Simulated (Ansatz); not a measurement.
The parent structure is InCuS2 in the chalcopyrite structure (space group I-42d, No. 122).

```xyz
8
Lattice="-2.7885 2.7885 5.6172 2.7885 -2.7885 5.6172 2.7885 2.7885 -5.6172" Properties=species:S:1:pos:R:3 pbc="T T T"
Cu     0.0000     2.7885     2.8086
Cu     0.0000     0.0000     0.0000
In     2.7885     0.0000     2.8086
In     0.0000     0.0000     5.6172
S      1.3943     1.2272    -1.4043
S      1.3943     1.5613     4.2129
S      1.5613    -1.3943     7.0215
S      1.2272     4.1828     1.4043
```

Cartesian axes are those of the cell as printed.

Calculations: PBE in Ansatz (plane waves to 420 eV, PAW, no SOC).

Now apply this change: the symmetric strain tensor [-0.0003 0.0028 0.0000; 0.0028 -0.0065 0.0140; 0.0000 0.0140 -0.0086]; the atoms relax in the strained cell.

Question: Estimate the effect on the valley order.

Answer: The valley order (the lowest conduction-band minima on the path, energy above the VBM, named in the base's zone) is Γ 0.04 eV; X (0, 0, 1/2) 1.11 eV; X (1/2, 1/2, 0) 1.14 eV.

Whether these cells are dynamically stable was not tested. The final runs are not spin-polarised.

Ansatz is a quantum-chemistry and plane-wave program.
